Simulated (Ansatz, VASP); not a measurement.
**BaZrO3: VASP beside Ansatz**

```
CELL_PARAMETERS angstrom
4.22721 0.00000 0.00000
0.00000 4.22721 0.00000
0.00000 0.00000 4.22721
ATOMIC_POSITIONS crystal
Ba 0.00000 0.00000 0.00000
Zr 0.50000 0.50000 0.50000
O 0.50000 0.50000 0.00000
O 0.00000 0.50000 0.50000
O 0.50000 0.00000 0.50000
```

The cell was built by a generator and needn't be a form met in nature.

Alike in both runs: functional PBE; k mesh 6 × 6 × 6; occupations gaussian, width 0.02 eV; no spin polarisation.

Ansatz relaxed the structure, and its values are those at the end. VASP's run is a single point on that final structure, the one shown.

```csv
,VASP,Ansatz
version,VASP 6.6.1,Ansatz 0.2.0
potentials or method,"VASP PAW PBE potentials, release 64 (Ba_sv, Zr_sv, O)","scalar-relativistic, plane waves, PAW"
plane-wave cutoff (eV),520,420
valence electrons in the cell,40,40
```

Ansatz gave:

| Quantity | Value |
| --- | --- |
| gap on the k mesh at the Fermi level (eV) | 3.19 |
| least direct gap on the mesh (eV) | 3.41 |
| pressure (GPa) | 0.0 |

**Question.** What did VASP give for the same quantities?

**Answer.** gap on the k mesh at the Fermi level (eV): 3.13; least direct gap on the mesh (eV): 3.38; pressure (GPa): 0.9.

Caveats: spin-orbit coupling is left out, which moves the levels of the heavy elements. Expect the measured gap to be larger: semilocal functionals such as PBE lack the derivative discontinuity. A k mesh can miss the band edges.
